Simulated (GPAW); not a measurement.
# TaN (P-6m2) in GPAW: settings compared

The runs below take TaN through relaxation of cell and atoms, with PBEsol, SCAN+D3.

Everything below comes from runs of GPAW 26.7.0. Logs are shortened: lines on timing, memory, paths and dates and some standing lists are left out, and cuts for length are marked. The log counts tension as positive stress, the text compression.

## (1) The structure

It takes space group P-6m2 (No. 187, hexagonal). The conventional cell has a = 2.938 Å, b = 2.938 Å, c = 2.883 Å, α = 90.00°, β = 90.00°, γ = 120.00°. Ta (site symmetry -6m2) is surrounded by 6 N at 2.23 Å. N (site symmetry -6m2) is surrounded by 6 Ta at 2.23 Å.

## (2) Relaxation of cell and atoms, PBEsol

The input, run.py:

```python
from ase.filters import FrechetCellFilter
from ase.io import read, write
from ase.optimize import BFGS
from gpaw import GPAW, PW, setup_paths

setup_paths.insert(0, '.')

atoms = read('POSCAR')

calc = GPAW(mode=PW(800),
            xc='PBEsol',
            kpts={'size': (7, 7, 7), 'gamma': True},
            occupations={'name': 'fermi-dirac', 'width': 0.05},
            nbands=19,
            convergence={'density': 1e-06, 'energy': 1e-06, 'eigenstates': 1e-10},
            maxiter=150,
            txt='gpaw.txt')
atoms.calc = calc
opt = BFGS(FrechetCellFilter(atoms), trajectory='relax.traj', logfile='-')
done = opt.run(fmax=0.05, steps=100)
calc.write('gs.gpw')
write('result.traj', atoms)
print('Converged:', done)
print('Cell:', atoms.cell.cellpar().round(4))
print('Volume:', round(atoms.get_volume(), 4))
print(atoms.get_scaled_positions().round(5))
```

The input, POSCAR:

```
TaN
1.0
    2.9380000000      0.0000000000      0.0000000000
   -1.4690000000      2.5443826363      0.0000000000
    0.0000000000      0.0000000000      2.8830000000
Ta N
1 1
Direct
    0.0000000000      0.0000000000      0.5000000000
    0.6666666667      0.3333333333      0.0000000000
```

Potentials or basis: PAW data sets generated in the run's folder for this functional, pw.

Command:

```bash
$ gpaw-setup -f PBEsol N Ta
$ OMP_NUM_THREADS=1 python run.py
```

gpaw.txt:

```text
__  _  _
 | _ |_)|_||  |
 |__||  | ||/\| - 26.7.0

Input parameters:
  mode=PW(ecut=800.0),
  convergence={'density': 1e-06, 'energy': 1e-06, 'eigenstates': 1e-10},
  kpts=MonkhorstPack(size=(7, 7, 7), gamma=True),
  maxiter=150,
  nbands=19,
  occupations=Occupations(name='fermi-dirac', width=0.05),
  xc=XC(name='PBEsol')

Diagonalizing LCAO Hamiltonian
Converting LCAO to pw mode

       Ta

           N

Atoms  # Å, Bohr magnetons
|   | symbol |        x |        y |        z |    initial magnetic moments |
|---|--------|----------|----------|----------|-----------------------------|
| 0 |     Ta | 0.000000 | 0.000000 | 1.441500 | ( 0.0000,  0.0000,  0.0000) |
| 1 |      N | 1.469000 | 0.848128 | 0.000000 | ( 0.0000,  0.0000,  0.0000) |

Unit cell  # Å
| periodic |         x |        y |        z |  lengths |     angles |
|----------|-----------|----------|----------|----------|------------|
|      yes |  2.938000 | 0.000000 | 0.000000 | 2.938000 |  90.000000 |
|      yes | -1.469000 | 2.544383 | 0.000000 | 2.938000 |  90.000000 |
|      yes |  0.000000 | 0.000000 | 2.883000 | 2.883000 | 120.000000 |

Number of symmetries: 12
Symmetry operations  # r_c * U_cc + t_c -> r_c
|    | kind |            matrix            |
|----|------|------------------------------|
|  0 |  σ   |  1, 1, 0,  0,-1, 0,  0, 0, 1 |
|  1 |  C2  |  1, 1, 0,  0,-1, 0,  0, 0,-1 |
|  2 |  E   |  1, 0, 0,  0, 1, 0,  0, 0, 1 |
|  3 |  σ   |  1, 0, 0,  0, 1, 0,  0, 0,-1 |
|  4 |  C3  |  0, 1, 0, -1,-1, 0,  0, 0, 1 |
|  5 |  S3  |  0, 1, 0, -1,-1, 0,  0, 0,-1 |
|  6 |  σ   |  0,-1, 0, -1, 0, 0,  0, 0, 1 |
|  7 |  C2  |  0,-1, 0, -1, 0, 0,  0, 0,-1 |
|  8 |  σ   | -1, 0, 0,  1, 1, 0,  0, 0, 1 |
|  9 |  C2  | -1, 0, 0,  1, 1, 0,  0, 0,-1 |
| 10 |  C3  | -1,-1, 0,  1, 0, 0,  0, 0, 1 |
| 11 |  S3  | -1,-1, 0,  1, 0, 0,  0, 0,-1 |

BZ-sampling:
  Number of BZ points: 343
  Number of IBZ points: 32

  Monkhorst-Pack size: [7, 7, 7]
  Monkhorst-Pack shift: [0, 0, 0]

K-points  # in reciprocal-cell coordinates
|     |                                coordinates |     weight |
|-----|--------------------------------------------|------------|
|   0 | (  0.00000000,   0.00000000,   0.00000000) | 0.00291545 |
|   1 | (  0.00000000,   0.00000000,   0.14285714) | 0.00583090 |
|   2 | (  0.00000000,   0.00000000,   0.28571429) | 0.00583090 |
|   3 | (  0.00000000,   0.00000000,   0.42857143) | 0.00583090 |
|   4 | (  0.14285714,   0.00000000,   0.00000000) | 0.01749271 |
|   5 | (  0.14285714,   0.00000000,   0.14285714) | 0.03498542 |
|   6 | (  0.14285714,   0.00000000,   0.28571429) | 0.03498542 |
|   7 | (  0.14285714,   0.00000000,   0.42857143) | 0.03498542 |
|   8 | (  0.28571429,  -0.14285714,   0.00000000) | 0.01749271 |
|   9 | (  0.28571429,  -0.14285714,   0.14285714) | 0.03498542 |
| ... |                                            |            |
|  31 | (  0.42857143,   0.42857143,   0.42857143) | 0.03498542 |

Plane wave coefficients: 1129
Cutoff: 800.0 eV

Spin-components: 1 (collinear spins)
Bands:           19
Projectors:      11
Spin-degeneracy: 2
Datatype:        complex128

Parallelization:
  kpt:    1
  domain: 1
  band:   1

Density:
  Valence electrons: 18.0
  Components: 1
  Grid points: [20 20 20]
  Charge: 0.0  # |e|

Potential:
  Grid points: [20 20 20]
[... 101 lines left out ...]
Converged in 11 steps
Energy contributions relative to reference atoms: (reference = -425522.110399)

Energy contributions:
  Kinetic:          18.130392
  Coulomb:         -19.623833
  Zero:             -0.113973
  External:          0.000000
  Xc:              -20.315861
  Entropy:          -0.000348
  Spinorbit:         0.000000
  ----------------------------
  Free energy:     -21.923622
  Extrapolated:    -21.923448

dipole moment: (-4.709711, -9.461086, -7.155516)  # |e|*Ang

Fermi level: 14.128
Eigenvalues  # (at kpt = [0.000, 0.000, 0.000])
| band index |      eig [eV] | occ [0-2] |
|------------|---------------|-----------|
|          0 |       -54.238 |     2.000 |
|          1 |       -20.794 |     2.000 |
|          2 |       -20.521 |     2.000 |
|          3 |       -20.521 |     2.000 |
|          4 |        -3.666 |     2.000 |
|          5 |         9.476 |     2.000 |
[... 9 lines left out ...]
|         15 |        30.260 |     0.000 |
|         16 |        30.260 |     0.000 |
|        ... |               |           |
|         18 |        37.296 |     0.000 |

No gap
No difference between direct/indirect transitions

Stress tensor  # eV/Ang^3
|         x |        y |        z |
|-----------|----------|----------|
|  0.029090 | 0.000000 | 0.000000 |
| -0.000000 | 0.029090 | 0.000000 |
|  0.000000 | 0.000000 | 0.034172 |

Forces  # eV/Ang
|        x |        y |       z |
|----------|----------|---------|
| -0.00000 | -0.00000 | 0.00000 |  # Ta   0
| -0.00000 |  0.00000 | 0.00000 |  # N    1

Interpolating wave functions to new cell

       Ta

           N

Atoms  # Å, Bohr magnetons
|   | symbol |         x |         y |        z |    initial magnetic moments |
|---|--------|-----------|-----------|----------|-----------------------------|
| 0 |     Ta | -0.000000 | -0.000000 | 1.437714 | ( 0.0000,  0.0000,  0.0000) |
| 1 |      N |  1.465714 |  0.846231 | 0.000000 | ( 0.0000,  0.0000,  0.0000) |

Unit cell  # Å
| periodic |         x |        y |        z |  lengths |     angles |
|----------|-----------|----------|----------|----------|------------|
|      yes |  2.931429 | 0.000000 | 0.000000 | 2.931429 |  90.000000 |
|      yes | -1.465714 | 2.538692 | 0.000000 | 2.931429 |  90.000000 |
|      yes |  0.000000 | 0.000000 | 2.875427 | 2.875427 | 120.000000 |

Number of symmetries: 12
Symmetry operations  # r_c * U_cc + t_c -> r_c
|    | kind |            matrix            |
|----|------|------------------------------|
|  0 |  σ   |  1, 1, 0,  0,-1, 0,  0, 0, 1 |
|  1 |  C2  |  1, 1, 0,  0,-1, 0,  0, 0,-1 |
|  2 |  E   |  1, 0, 0,  0, 1, 0,  0, 0, 1 |
|  3 |  σ   |  1, 0, 0,  0, 1, 0,  0, 0,-1 |
|  4 |  C3  |  0, 1, 0, -1,-1, 0,  0, 0, 1 |
|  5 |  S3  |  0, 1, 0, -1,-1, 0,  0, 0,-1 |
|  6 |  σ   |  0,-1, 0, -1, 0, 0,  0, 0, 1 |
|  7 |  C2  |  0,-1, 0, -1, 0, 0,  0, 0,-1 |
|  8 |  σ   | -1, 0, 0,  1, 1, 0,  0, 0, 1 |
|  9 |  C2  | -1, 0, 0,  1, 1, 0,  0, 0,-1 |
| 10 |  C3  | -1,-1, 0,  1, 0, 0,  0, 0, 1 |
| 11 |  S3  | -1,-1, 0,  1, 0, 0,  0, 0,-1 |

BZ-sampling:
  Number of BZ points: 343
  Number of IBZ points: 32

  Monkhorst-Pack size: [7, 7, 7]
  Monkhorst-Pack shift: [0, 0, 0]

K-points  # in reciprocal-cell coordinates
|     |                                coordinates |     weight |
|-----|--------------------------------------------|------------|
|   0 | (  0.00000000,   0.00000000,   0.00000000) | 0.00291545 |
|   1 | (  0.00000000,   0.00000000,   0.14285714) | 0.00583090 |
|   2 | (  0.00000000,   0.00000000,   0.28571429) | 0.00583090 |
|   3 | (  0.00000000,   0.00000000,   0.42857143) | 0.00583090 |
|   4 | (  0.14285714,   0.00000000,   0.00000000) | 0.01749271 |
|   5 | (  0.14285714,   0.00000000,   0.14285714) | 0.03498542 |
|   6 | (  0.14285714,   0.00000000,   0.28571429) | 0.03498542 |
|   7 | (  0.14285714,   0.00000000,   0.42857143) | 0.03498542 |
|   8 | (  0.28571429,  -0.14285714,   0.00000000) | 0.01749271 |
|   9 | (  0.28571429,  -0.14285714,   0.14285714) | 0.03498542 |
| ... |                                            |            |
|  31 | (  0.42857143,   0.42857143,   0.42857143) | 0.03498542 |

Plane wave coefficients: 1119
Cutoff: 800.0 eV

Spin-components: 1 (collinear spins)
Bands:           19
Projectors:      11
Spin-degeneracy: 2
Datatype:        complex128

Parallelization:
  kpt:    1
  domain: 1
  band:   1

Density:
  Valence electrons: 18.0
  Components: 1
  Grid points: [20 20 20]
  Charge: 0.0  # |e|

Potential:
  Grid points: [20 20 20]
[... 99 lines left out ...]
Converged in 9 steps
Energy contributions relative to reference atoms: (reference = -425522.110399)

Energy contributions:
  Kinetic:          19.674773
  Coulomb:         -20.918140
  Zero:             -0.114227
  External:          0.000000
  Xc:              -20.568592
  Entropy:          -0.000331
  Spinorbit:         0.000000
  ----------------------------
  Free energy:     -21.926517
  Extrapolated:    -21.926351

dipole moment: (-4.694489, -9.441109, -7.136264)  # |e|*Ang

Fermi level: 14.246
Eigenvalues  # (at kpt = [0.000, 0.000, 0.000])
| band index |      eig [eV] | occ [0-2] |
|------------|---------------|-----------|
|          0 |       -54.101 |     2.000 |
|          1 |       -20.657 |     2.000 |
|          2 |       -20.382 |     2.000 |
|          3 |       -20.382 |     2.000 |
|          4 |        -3.604 |     2.000 |
|          5 |         9.557 |     2.000 |
[... 9 lines left out ...]
|         15 |        30.441 |     0.000 |
|         16 |        30.441 |     0.000 |
|        ... |               |           |
|         18 |        37.489 |     0.000 |

No gap
No difference between direct/indirect transitions

Stress tensor  # eV/Ang^3
|        x |         y |        z |
|----------|-----------|----------|
| 0.014674 | -0.000000 | 0.000000 |
| 0.000000 |  0.014674 | 0.000000 |
| 0.000000 |  0.000000 | 0.016418 |

Forces  # eV/Ang
|        x |       y |       z |
|----------|---------|---------|
| -0.00000 | 0.00000 | 0.00000 |  # Ta   0
| -0.00000 | 0.00000 | 0.00000 |  # N    1

Interpolating wave functions to new cell

       Ta

           N

Atoms  # Å, Bohr magnetons
|   | symbol |         x |         y |         z |    initial magnetic moments |
|---|--------|-----------|-----------|-----------|-----------------------------|
| 0 |     Ta | -0.000000 | -0.000000 |  1.434171 | ( 0.0000,  0.0000,  0.0000) |
| 1 |      N |  1.462486 |  0.844367 | -0.000000 | ( 0.0000,  0.0000,  0.0000) |

Unit cell  # Å
| periodic |         x |        y |        z |  lengths |     angles |
|----------|-----------|----------|----------|----------|------------|
|      yes |  2.924972 | 0.000000 | 0.000000 | 2.924972 |  90.000000 |
|      yes | -1.462486 | 2.533100 | 0.000000 | 2.924972 |  90.000000 |
|      yes |  0.000000 | 0.000000 | 2.868341 | 2.868341 | 120.000000 |

Number of symmetries: 12
Symmetry operations  # r_c * U_cc + t_c -> r_c
|    | kind |            matrix            |
|----|------|------------------------------|
|  0 |  σ   |  1, 1, 0,  0,-1, 0,  0, 0, 1 |
|  1 |  C2  |  1, 1, 0,  0,-1, 0,  0, 0,-1 |
|  2 |  E   |  1, 0, 0,  0, 1, 0,  0, 0, 1 |
|  3 |  σ   |  1, 0, 0,  0, 1, 0,  0, 0,-1 |
|  4 |  C3  |  0, 1, 0, -1,-1, 0,  0, 0, 1 |
|  5 |  S3  |  0, 1, 0, -1,-1, 0,  0, 0,-1 |
|  6 |  σ   |  0,-1, 0, -1, 0, 0,  0, 0, 1 |
|  7 |  C2  |  0,-1, 0, -1, 0, 0,  0, 0,-1 |
|  8 |  σ   | -1, 0, 0,  1, 1, 0,  0, 0, 1 |
|  9 |  C2  | -1, 0, 0,  1, 1, 0,  0, 0,-1 |
| 10 |  C3  | -1,-1, 0,  1, 0, 0,  0, 0, 1 |
| 11 |  S3  | -1,-1, 0,  1, 0, 0,  0, 0,-1 |

BZ-sampling:
  Number of BZ points: 343
  Number of IBZ points: 32

  Monkhorst-Pack size: [7, 7, 7]
  Monkhorst-Pack shift: [0, 0, 0]

K-points  # in reciprocal-cell coordinates
|     |                                coordinates |     weight |
|-----|--------------------------------------------|------------|
|   0 | (  0.00000000,   0.00000000,   0.00000000) | 0.00291545 |
|   1 | (  0.00000000,   0.00000000,   0.14285714) | 0.00583090 |
|   2 | (  0.00000000,   0.00000000,   0.28571429) | 0.00583090 |
|   3 | (  0.00000000,   0.00000000,   0.42857143) | 0.00583090 |
|   4 | (  0.14285714,   0.00000000,   0.00000000) | 0.01749271 |
|   5 | (  0.14285714,   0.00000000,   0.14285714) | 0.03498542 |
|   6 | (  0.14285714,   0.00000000,   0.28571429) | 0.03498542 |
|   7 | (  0.14285714,   0.00000000,   0.42857143) | 0.03498542 |
|   8 | (  0.28571429,  -0.14285714,   0.00000000) | 0.01749271 |
|   9 | (  0.28571429,  -0.14285714,   0.14285714) | 0.03498542 |
| ... |                                            |            |
|  31 | (  0.42857143,   0.42857143,   0.42857143) | 0.03498542 |

Plane wave coefficients: 1117
Cutoff: 800.0 eV

Spin-components: 1 (collinear spins)
Bands:           19
Projectors:      11
Spin-degeneracy: 2
Datatype:        complex128

Parallelization:
  kpt:    1
  domain: 1
  band:   1

Density:
  Valence electrons: 18.0
  Components: 1
  Grid points: [20 20 20]
  Charge: 0.0  # |e|

Potential:
  Grid points: [20 20 20]
[... 99 lines left out ...]
Converged in 9 steps
Energy contributions relative to reference atoms: (reference = -425522.110399)

Energy contributions:
  Kinetic:          21.190168
  Coulomb:         -22.187672
  Zero:             -0.114427
  External:          0.000000
  Xc:              -20.814790
  Entropy:          -0.000317
  Spinorbit:         0.000000
  ----------------------------
  Free energy:     -21.927039
  Extrapolated:    -21.926880

dipole moment: (-4.679469, -9.421518, -7.118239)  # |e|*Ang

Fermi level: 14.361
Eigenvalues  # (at kpt = [0.000, 0.000, 0.000])
| band index |      eig [eV] | occ [0-2] |
|------------|---------------|-----------|
|          0 |       -53.969 |     2.000 |
|          1 |       -20.523 |     2.000 |
|          2 |       -20.246 |     2.000 |
|          3 |       -20.246 |     2.000 |
|          4 |        -3.543 |     2.000 |
|          5 |         9.638 |     2.000 |
[... 9 lines left out ...]
|         15 |        30.619 |     0.000 |
|         16 |        30.619 |     0.000 |
|        ... |               |           |
|         18 |        37.676 |     0.000 |

No gap
No difference between direct/indirect transitions

Stress tensor  # eV/Ang^3
|        x |        y |         z |
|----------|----------|-----------|
| 0.000145 | 0.000000 |  0.000000 |
| 0.000000 | 0.000145 |  0.000000 |
| 0.000000 | 0.000000 | -0.000966 |

Forces  # eV/Ang
|        x |       y |       z |
|----------|---------|---------|
| -0.00000 | 0.00000 | 0.00000 |  # Ta   0
|  0.00000 | 0.00000 | 0.00000 |  # N    1

# Writing to gs.gpw (mode='')
```

It took 20 s on 1 thread of Intel Xeon 6975P-C (Granite Rapids), shared host; peak memory 0.18 GiB.

Results:

* Free energy: -21.9270 eV
* Relaxed volume: 10.63 Å³/atom
* Relaxed cell: a = 2.925 Å, b = 2.925 Å, c = 2.868 Å, α = 90.00°, β = 90.00°, γ = 120.00°
* Space group after relaxing (to 0.05 Å): P-6m2 (No. 187)
* Energy gained by relaxing: 1.7 meV/atom
* Ionic steps: 3
* Pressure after relaxing: 0.0 GPa
* Band gap on the k mesh: none (metal or under the smearing width)

The path:
```tsv
step	energy change (eV)	largest force (eV/Å)	pressure (GPa)	volume (Å³)
1	0.0000	0.0000	-4.93	21.55
2	-0.0029	0.0000	-2.44	21.40
3	-0.0034	0.0000	0.04	21.25
```

Final structure:
```
Ta N
1.0
     2.92497    0.00000    0.00000
    -1.46249    2.53310    0.00000
     0.00000    0.00000    2.86834
Ta N
1 1
Direct
  0.00000 0.00000 0.50000
  0.66667 0.33333 0.00000
```

Levels at points of the mesh, in eV from the Fermi level:
| k point | band 5 | band 6 | band 7 | band 8 | band 9 | band 10 | band 11 | band 12 | band 13 | band 14 |
| --- | --- | --- | --- | --- | --- | --- | --- | --- | --- | --- |
| (0.00, 0.00, 0.00) | -17.90 | -4.72 | -4.72 | -4.37 | -3.04 | 2.22 | 3.54 | 3.54 | 3.93 | 3.93 |

Caveat: later steps reuse the first step's grids.

## (3) Relaxation of cell and atoms, SCAN+D3

The input, run.py:

```python
from ase import Atoms
from ase.calculators.mixing import SumCalculator
from ase.filters import FrechetCellFilter
from ase.io import write
from ase.optimize import BFGS
from dftd3.ase import DFTD3
from gpaw import GPAW, PW

atoms = Atoms(['Ta', 'N'],
              cell=[[2.938, 0.0, 0.0],
                    [-1.469, 2.5443826363, 0.0],
                    [0.0, 0.0, 2.883]],
              scaled_positions=[[0.0, 0.0, 0.5],
                                [0.6666666667, 0.3333333333, 0.0]],
              pbc=True)

calc = GPAW(mode=PW(800),
            xc='MGGA_X_SCAN+MGGA_C_SCAN',
            kpts={'size': (7, 7, 7), 'gamma': True},
            occupations={'name': 'fermi-dirac', 'width': 0.05},
            nbands=19,
            convergence={'density': 1e-05, 'energy': 1e-05},
            maxiter=150,
            txt='gpaw.txt')
atoms.calc = SumCalculator([calc, DFTD3(method='scan', damping='d3zero')])
opt = BFGS(FrechetCellFilter(atoms), trajectory='relax.traj', logfile='-')
done = opt.run(fmax=0.02, steps=100)
calc.write('gs.gpw')
write('result.traj', atoms)
print('Converged:', done)
print('Cell:', atoms.cell.cellpar().round(4))
print('Volume:', round(atoms.get_volume(), 4))
print(atoms.get_scaled_positions().round(5))
```

Potentials or basis: GPAW PAW data sets (gpaw-data 1.2.1), pw.

Command:

```bash
$ OMP_NUM_THREADS=1 python run.py
```

Run time: 68 s. Hardware: 1 thread of Intel Xeon 6975P-C (Granite Rapids), shared host; peak memory 0.69 GiB.

The run converged. Its results:

```
Free energy                            : -56.0277 eV
Relaxed volume                         : 10.60 Å³/atom
Relaxed cell                           : a = 2.922 Å, b = 2.922 Å, c = 2.869 Å, α = 90.00°, β = 90.00°, γ = 120.00°
Space group after relaxing (to 0.05 Å) : P-6m2 (No. 187)
Energy gained by relaxing              : 2.5 meV/atom
Ionic steps                            : 4
Pressure after relaxing                : 0.0 GPa
Band gap on the k mesh                 : none (metal or under the smearing width)
Dispersion energy per atom             : -0.116 eV
```

Stress tensor (GPa, compression positive):
```
-0.10  0.00  0.00
 0.00 -0.10  0.00
 0.00  0.00  0.22
```

Step by step:
| step | energy change (eV) | largest force (eV/Å) | pressure (GPa) | volume (Å³) |
| --- | --- | --- | --- | --- |
| 1 | 0.0000 | 0.0000 | -5.78 | 21.55 |
| 2 | -0.0041 | 0.0000 | -2.81 | 21.37 |
| 3 | -0.0049 | 0.0000 | 0.05 | 21.21 |
| 4 | -0.0049 | 0.0000 | 0.01 | 21.21 |

Final structure:
```yaml
crystal:
  lattice:
    - [2.92178, 0.00000, 0.00000]
    - [-1.46089, 2.53033, 0.00000]
    - [0.00000, 0.00000, 2.86885]
  atoms:
    - { symbol: Ta, position: [0.00000, 0.00000, 0.50000] }
    - { symbol: N, position: [0.66667, 0.33333, 0.00000] }
```

Levels at points of the mesh, in eV from the Fermi level:
```csv
k point,band 6,band 7,band 8,band 9,band 10,band 11,band 12,band 13
"(0.00, 0.00, 0.00)",-4.96,-4.95,-4.55,-3.20,2.44,3.73,3.74,4.23
```

Caveat: later steps reuse the first step's grids; the PAW data sets were made with another functional, which shifts forces and pressure a little; pairwise dispersion overbinds metals, which lowers pressure and volume. The run has no spin-orbit coupling, so splittings on Ta are missing.
